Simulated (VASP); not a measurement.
# ZnS (F-43m) in VASP: single point with HSE06

Aim: the single point of ZnS with HSE06.

Program: VASP 6.6.1. These are calculated values, not measurements. Logs are shortened: lines on timing, memory, paths and dates and some standing lists are left out, and cuts for length are marked.

**Experimental background.**

“Electronic, vibrational, and thermodynamic properties of ZnS (zincblende and rocksalt structure)”, 2009, arxiv:0911.5022 quotes, for a bulk crystal of ZnS at 19 K: band gap 3.85 eV (direct).

The results are compared with them further down.

### Step 1. Starting point

It takes space group F-43m (No. 216, cubic). The conventional cell has a = 5.361 Å, b = 5.361 Å, c = 5.361 Å, α = 90.00°, β = 90.00°, γ = 90.00°. Zn (site symmetry -43m) is surrounded by 4 S at 2.32 Å. S (site symmetry -43m) has 4 Zn at 2.32 Å as nearest neighbours.

The cell is a database's computed one.

### Step 2. Single point, HSE06

File POSCAR:

```
ZnS
1.0
    0.0000000000      2.6804000000      2.6804000000
    2.6804000000      0.0000000000      2.6804000000
    2.6804000000      2.6804000000      0.0000000000
Zn S
1 1
Direct
    0.0000000000      0.0000000000      0.0000000000
    0.7500000000      0.7500000000      0.7500000000
```

File INCAR.step1:

```
SYSTEM = ZnS
  PREC = Accurate
  ENCUT = 520
  EDIFF = 1E-5
  ISMEAR = 0
  SIGMA = 0.02
  LREAL = .FALSE.
  LASPH = .TRUE.
  NELM = 60
  ALGO = Normal
  ISIF = 2
  LWAVE = .TRUE.
  LCHARG = .FALSE.
  NBANDS = 16
  GGA = PE
```

File INCAR.step2:

```
SYSTEM = ZnS
  PREC = Accurate
  ENCUT = 520
  EDIFF = 1E-6
  ISMEAR = 0
  SIGMA = 0.02
  LREAL = .FALSE.
  LASPH = .TRUE.
  NELM = 60
  ALGO = Normal
  ISIF = 2
  LWAVE = .FALSE.
  LCHARG = .FALSE.
  GGA = PE
  LHFCALC = .TRUE.
  HFSCREEN = 0.2
  PRECFOCK = Fast
  NBANDS = 16
  ISTART = 1
```

File KPOINTS:

```
regular mesh
0
G
  6 6 6
  0 0 0
```

Potentials or basis: VASP PAW PBE potentials, release 64 (Zn, S).

Command:

```bash
$ cat potpaw_PBE.64/Zn/POTCAR potpaw_PBE.64/S/POTCAR > POTCAR
$ cp INCAR.step1 INCAR
$ mpirun -np 1 vasp_std > vasp.out
$ cp INCAR.step2 INCAR
$ mpirun -np 1 vasp_std > vasp.out
```

OUTCAR:

```text
SYSTEM = ZnS
   PREC = Accurate
   ENCUT = 520
   EDIFF = 1E-6
   ISMEAR = 0
   LREAL = .FALSE.
   LASPH = .TRUE.
   NELM = 60
   ISIF = 2
   GGA = PE
   LHFCALC = .TRUE.
   HFSCREEN = 0.2
   PRECFOCK = Fast
   ISTART = 1

 ion  position               nearest neighbor table
   1  0.000  0.000  0.000-   2 2.32   2 2.32   2 2.32   2 2.32
   2  0.750  0.750  0.750-   1 2.32   1 2.32   1 2.32   1 2.32

  LATTYP: Found a face centered cubic cell.
 ALAT       =     5.3608000000

  Lattice vectors:

 A1 = (   0.0000000000,   2.6804000000,   2.6804000000)
 A2 = (   2.6804000000,   0.0000000000,   2.6804000000)
 A3 = (   2.6804000000,   2.6804000000,   0.0000000000)

Analysis of symmetry for initial positions (statically):
=====================================================================
 Subroutine PRICEL returns:
 Original cell was already a primitive cell.

 Routine SETGRP: Setting up the symmetry group for a
 face centered cubic supercell.

 Subroutine GETGRP returns: Found 24 space group operations
 (whereof 24 operations were pure point group operations)
 out of a pool of 48 trial point group operations.

The static configuration has the point symmetry T_d .

Analysis of symmetry for dynamics (positions and initial velocities):
=====================================================================
 Subroutine PRICEL returns:
 Original cell was already a primitive cell.

 Routine SETGRP: Setting up the symmetry group for a
 face centered cubic supercell.

 Subroutine GETGRP returns: Found 24 space group operations
 (whereof 24 operations were pure point group operations)
 out of a pool of 48 trial point group operations.

The dynamic configuration has the point symmetry T_d .

 Subroutine INISYM returns: Found 24 space group operations
 (whereof 24 operations are pure point group operations),
 and found     1 'primitive' translations

----------------------------------------------------------------------------------------

                                     Primitive cell

  volume of cell :      38.5149

  direct lattice vectors                    reciprocal lattice vectors
     0.000000000  2.680400000  2.680400000    -0.186539322  0.186539322  0.186539322
     2.680400000  0.000000000  2.680400000     0.186539322 -0.186539322  0.186539322
     2.680400000  2.680400000  0.000000000     0.186539322  0.186539322 -0.186539322

  length of vectors
     3.790658033  3.790658033  3.790658033     0.323095584  0.323095584  0.323095584

  position of ions in fractional coordinates (direct lattice)
     0.000000000  0.000000000  0.000000000
     0.750000000  0.750000000  0.750000000

  ion indices of the primitive-cell ions
   primitive index   ion index
                 1           1
                 2           2

----------------------------------------------------------------------------------------

 KPOINTS: regular mesh

Automatic generation of k-mesh.
 Grid dimensions read from file:
 generate k-points for:    6    6    6

 Generating k-lattice:

  Cartesian coordinates                     Fractional coordinates (reciprocal lattice)
    -0.031089887  0.031089887  0.031089887     0.166666667  0.000000000  0.000000000
     0.031089887 -0.031089887  0.031089887     0.000000000  0.166666667  0.000000000
     0.031089887  0.031089887 -0.031089887     0.000000000  0.000000000  0.166666667

  Length of vectors
     0.053849264  0.053849264  0.053849264

  Shift w.r.t. Gamma in fractional coordinates (k-lattice)
     0.000000000  0.000000000  0.000000000

 Subroutine IBZKPT returns following result:
 ===========================================

 Found     16 irreducible k-points:

 Following reciprocal coordinates:
            Coordinates               Weight
  0.000000  0.000000  0.000000      1.000000
  0.166667  0.000000  0.000000      8.000000
  0.333333  0.000000  0.000000      8.000000
  0.500000  0.000000  0.000000      4.000000
  0.166667  0.166667  0.000000      6.000000
  0.333333  0.166667  0.000000     24.000000
[... 8 lines left out ...]
 -0.333333  0.333333  0.166667     24.000000
 -0.333333  0.500000  0.166667     12.000000
   k-points           NKPTS =     16   k-points in BZ     NKDIM =    216   number of bands    NBANDS=     16
   number of dos      NEDOS =    301   number of ions     NIONS =      2
   total plane-waves  NPLWV =  21952
   dimension x,y,z NGX =    28 NGY =   28 NGZ =   28
   dimension x,y,z NGXF=    56 NGYF=   56 NGZF=   56
   ions per type =               1   1
   NGX,Y,Z   is equivalent  to a cutoff of  12.28, 12.28, 12.28 a.u.
   NGXF,Y,Z  is equivalent  to a cutoff of  24.56, 24.56, 24.56 a.u.
 SYSTEM =  ZnS
   PREC   = accura    normal or accurate (medium, high low for compatibility)
   ISTART =      1    job   : 0-new  1-cont  2-samecut
   ICHARG =      0    charge: 1-file 2-atom 10-const
   ISPIN  =      1    spin polarized calculation?
   LNONCOLLINEAR =      F non collinear calculations
   LSORBIT =      F    spin-orbit coupling
   LASPH  =      T    aspherical Exc in radial PAW
   ENCUT  =  520.0 eV  38.22 Ry    6.18 a.u.   7.05  7.05  7.05*2*pi/ulx,y,z
   NELM   =     60;   NELMIN=  2; NELMDL=  0     # of ELM steps
   EDIFF  = 0.1E-05   stopping-criterion for ELM
   LREAL  =      F    real-space projection
   EDIFFG = 0.1E-04   stopping-criterion for IOM
   NSW    =      0    number of steps for IOM
   IBRION =     -1    ionic relax: 0-MD 1-quasi-New 2-CG
   NFREE  =      0    steps in history (QN), initial steepest desc. (CG)
   ISIF   =      2    stress and relaxation
   ISYM   =      3    0-nonsym 1-usesym 2-fastsym
   POTIM  = 0.5000    time-step for ionic-motion
   TEBEG  =    0.0;   TEEND  =   0.0 temperature during run
   PSTRESS=    0.0 pullay stress
   NELECT =      18.0000    total number of electrons
   NUPDOWN=      -1.0000    fix difference up-down
   EMIN   =  10.00;   EMAX   =-10.00  energy-range for DOS
   EFERMI =   0.00;   METHOD = LEGACY
   ISMEAR =     0;   SIGMA  =   0.02  broadening in eV -4-tet -1-fermi 0-gaus
   EFERMI_NEDOS =   21; number of points for ismear=-14 and -15
   IALGO  =     38    algorithm
   IMIX   =      1    mixing-type and parameters
     AMIX     =   0.40;   BMIX     =  1.00
     AMIX_MAG =   1.60;   BMIX_MAG =  1.00
  volume/ion in A,a.u.               =      19.26       129.96
  Fermi-wavevector in a.u.,A,eV,Ry     =   1.270446  2.400794 21.960237  1.614032
  Thomas-Fermi vector in A             =   2.403432
   LORBIT       =      0    0 simple, 1 ext, 2 COOP (PROOUT), +10 PAW based schemes
   GGA     = PE    functional components
   LHFCALC =     T    Hartree Fock is set to
   PRECFOCK=fast      Normal, Fast or Accurate (Low or Medium for compatibility)
   ENCUT4O =  -1.0   cutoff for four orbital integrals eV
   NKREDX  =     1    reduce k-point grid by
   NKREDY  =     1    reduce k-point grid by
   NKREDZ  =     1    reduce k-point grid by
   AEXX    =    0.2500 exact exchange contribution
   HFSCREEN=    0.2000 screening length (either q_TF or 0.3 A-1)
   HFSCREENC=   0.2000 screening length for correlation (either q_TF or 0.3 A-1)
   ENCUTFOCK=  -1.0 apply spherical cutoff to Coloumb kernel
   IVDW    =     0    specifies the selected vdW correction
   LEPSILON=     F    determine dielectric tensor
   LRPA    =     F    only Hartree local field effects (RPA)
 non-spin polarized calculation
 Gauss-broadening in eV      SIGMA  =   0.02
  energy-cutoff  :      520.00
  volume of cell :       38.51
 maximum number of plane-waves:      1056
  NGX = 16; NGY = 16; NGZ = 16

 number of electron      18.0000015 magnetization

 Free energy of the ion-electron system (eV)
  ---------------------------------------------------
  ext. energy  EPLUGINS =         0.00000000
  ---------------------------------------------------
  free energy    TOTEN  =        -8.38144675 eV

  energy without entropy =       -8.38144675  energy(sigma->0) =       -8.38144675

 E-fermi :   1.7723     XC(G=0):  -8.0483

 val. band max:        1.5952855312   @ k =   0.0000   0.0000   0.0000
 cond. band min:       5.0562313539   @ k =   0.0000   0.0000   0.0000
 fundamental gap:      3.4609458226
 Fermi energy:         1.7722998150

 k-point     1 :       0.0000    0.0000    0.0000
  band No.  band energies     occupation
      1     -12.9118      2.00000
      2      -6.3430      2.00000
      3      -6.3430      2.00000
      4      -6.3430      2.00000
      5      -5.8710      2.00000
      6      -5.8710      2.00000
[... 8 lines left out ...]
     15      14.8493      0.00000
     16      15.1536      0.00000

 k-point     2 :       0.1667    0.0000    0.0000
  band No.  band energies     occupation
      1     -12.6843      2.00000
      2      -6.3081      2.00000
      3      -6.3081      2.00000
      4      -6.3060      2.00000
      5      -5.8730      2.00000
      6      -5.8730      2.00000
[... 8 lines left out ...]
     15      13.9639      0.00000
     16      15.8066      0.00000

 k-point     3 :       0.3333    0.0000    0.0000
  band No.  band energies     occupation
      1     -12.1709      2.00000
      2      -6.2500      2.00000
      3      -6.2500      2.00000
      4      -6.0662      2.00000
      5      -5.8608      2.00000
      6      -5.8608      2.00000
[... 8 lines left out ...]
     15      14.6757      0.00000
     16      14.9029      0.00000

 k-point     4 :       0.5000    0.0000    0.0000
  band No.  band energies     occupation
      1     -11.8764      2.00000
      2      -6.2293      2.00000
      3      -6.2293      2.00000
      4      -5.8440      2.00000
      5      -5.8440      2.00000
      6      -5.6233      2.00000
[... 8 lines left out ...]
     15      16.6984      0.00000
     16      16.6984      0.00000

 k-point     5 :       0.1667    0.1667    0.0000
  band No.  band energies     occupation
      1     -12.6084      2.00000
      2      -6.3374      2.00000
      3      -6.2745      2.00000
      4      -6.2745      2.00000
      5      -5.8961      2.00000
      6      -5.8530      2.00000
[... 8 lines left out ...]
     15      15.2336      0.00000
     16      17.4047      0.00000

 k-point     6 :       0.3333    0.1667    0.0000
  band No.  band energies     occupation
      1     -12.1861      2.00000
      2      -6.2692      2.00000
      3      -6.2056      2.00000
      4      -6.1573      2.00000
      5      -5.8823      2.00000
      6      -5.8379      2.00000
[... 8 lines left out ...]
     15      15.7248      0.00000
     16      17.1484      0.00000
[... 115 lines left out ...]
 k-point    13 :       0.5000    0.5000    0.0000
  band No.  band energies     occupation
      1     -11.5325      2.00000
      2      -6.2413      2.00000
      3      -6.0153      2.00000
      4      -6.0153      2.00000
      5      -5.7989      2.00000
      6      -5.5840      2.00000
[... 8 lines left out ...]
     15      16.9763      0.00000
     16      17.8381      0.00000

 k-point    14 :       0.5000    0.3333    0.1667
  band No.  band energies     occupation
      1     -11.8179      2.00000
      2      -6.1977      2.00000
      3      -6.1636      2.00000
      4      -6.0167      2.00000
      5      -5.8450      2.00000
      6      -5.7405      2.00000
[... 8 lines left out ...]
     15      17.3477      0.00000
     16      18.0167      0.00000

 k-point    15 :      -0.3333    0.3333    0.1667
  band No.  band energies     occupation
      1     -11.6195      2.00000
      2      -6.1845      2.00000
      3      -6.1253      2.00000
      4      -5.9228      2.00000
      5      -5.8692      2.00000
      6      -5.4783      2.00000
[... 8 lines left out ...]
     15      17.0542      0.00000
     16      17.8604      0.00000

 k-point    16 :      -0.3333    0.5000    0.1667
  band No.  band energies     occupation
      1     -11.5286      2.00000
      2      -6.1867      2.00000
      3      -6.0729      2.00000
      4      -5.9665      2.00000
      5      -5.8451      2.00000
      6      -5.4447      2.00000
[... 8 lines left out ...]
     15      17.3177      0.00000
     16      18.1675      0.00000

------------------------ aborting loop because EDIFF is reached ----------------------------------------

  FORCE on cell =-STRESS in cart. coord.  units (eV):
  Direction    XX          YY          ZZ          XY          YZ          ZX
  --------------------------------------------------------------------------------------
  -------------------------------------------------------------------------------------
  Total        0.6959287      0.6959287      0.6959287     -0.0000000      0.0000000      0.0000000
  in kB       28.9498606     28.9498606     28.9498606     -0.0000000      0.0000000      0.0000000
  external PRESSURE =      28.9498606 kB  Pullay stress =       0.0000000 kB

 VOLUME and BASIS-vectors are now :
 -----------------------------------------------------------------------------
  energy-cutoff  :      520.00
  volume of cell :       38.51
      direct lattice vectors                 reciprocal lattice vectors
     0.000000000  2.680400000  2.680400000    -0.186539322  0.186539322  0.186539322
     2.680400000  0.000000000  2.680400000     0.186539322 -0.186539322  0.186539322
     2.680400000  2.680400000  0.000000000     0.186539322  0.186539322 -0.186539322

 POSITION                                       TOTAL-FORCE (eV/Angst)
 -----------------------------------------------------------------------------------
      0.00000      0.00000      0.00000         0.000000      0.000000     -0.000000
      4.02060      4.02060      4.02060        -0.000000     -0.000000      0.000000
 -----------------------------------------------------------------------------------
    total drift:                               -0.000155     -0.000103     -0.000080

  FREE ENERGIE OF THE ION-ELECTRON SYSTEM (eV)
  ---------------------------------------------------
  free  energy   TOTEN  =        -8.3814467484 eV

  energy  without entropy=       -8.3814467484  energy(sigma->0) =       -8.38144675
```

It took 22 min on 1 thread of AMD EPYC 7R43 (Zen 3), shared host; peak memory 0.24 GiB.

What came out:

* Free energy: -8.3814 eV
* Pressure: 2.9 GPa
* Band gap on the k mesh: 3.46 eV, direct

Levels at points of the mesh, in eV from the valence-band top:
| k point | band 6 | band 7 | band 8 | band 9 | band 10 | band 11 | band 12 | band 13 |
| --- | --- | --- | --- | --- | --- | --- | --- | --- |
| (0.00, 0.00, 0.00) | -7.47 | 0.00 | 0.00 | 0.00 | 3.46 | 7.69 | 7.69 | 7.69 |
| (0.50, 0.00, 0.00) | -7.22 | -5.78 | -0.95 | -0.95 | 4.62 | 8.19 | 8.19 | 10.33 |
| (0.50, 0.50, 0.00) | -7.18 | -5.11 | -2.45 | -2.45 | 4.34 | 5.27 | 12.77 | 13.90 |

Caveat: the PAW data sets were made with another functional, which shifts forces and pressure a little.

### Step 3. Comparison with measurements

Step 2. Measured gap of ZnS: 3.85 eV (direct; 19 K; quoted in “Electronic, vibrational, and thermodynamic properties of ZnS (zincblende and rocksalt structure)”, 2009, arxiv:0911.5022). This calculation gives 3.46 eV (-0.39 eV). The value is that of HSE06, without temperature or zero-point motion. The cell is a database's relaxed one, not the measured one, which moves gaps too.
